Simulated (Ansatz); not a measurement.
## As under changes of volume

One of the cells (19.764 Å³/atom); the others are scaled copies at fixed shape and fractional positions:

```xyz
1
Lattice="2.7037 0.0000 0.0000 0.0000 2.7037 0.0000 0.0000 0.0000 2.7037" Properties=species:S:1:pos:R:3 pbc="T T T"
As    1.3518    1.3518    1.3518
```

This isn't the form of As at room conditions, which is rhombohedral.

| Quantity | Value |
| --- | --- |
| Program | Ansatz 0.2.0 |
| Functional | LDA |
| Potentials or basis | Ansatz PAW |
| Cutoff | 420 eV (not typed: the program's choice for these potentials) |
| k mesh | 10 × 10 × 10 |
| Occupations | fermi-dirac, width 0.05 eV |
| Spin | no spin polarisation |

```csv
volume (Å³/atom),energy over the lowest point (meV/atom),pressure (GPa)
18.578,3.61,2.6
18.973,0.00,0.4
19.368,1.32,-1.5
19.764,7.07,-3.2
20.159,16.81,-4.7
20.554,?,?
20.949,46.79,-7.3
```

Q: What does the run at 20.554 Å³/atom give?

A: Energy over the lowest point 30.17 meV/atom; pressure -6.1 GPa.

Worked out: A Birch-Murnaghan fit of order 3 (a polynomial in V^(-2/3)) to the other rows has its minimum at 19.06 Å³/atom with B0 = V·E''(V) = 94 GPa and B' = 3.9. It gives 30.17 meV/atom at 20.554 Å³/atom, against the run's 30.17, and -dE/dV = -6.1 GPa, against -6.1.

Energies are extrapolated to zero smearing.

Caveats: the PAW data sets come from PBE, with cores solved anew for the run's functional, which leaves a small shift of forces and pressure.
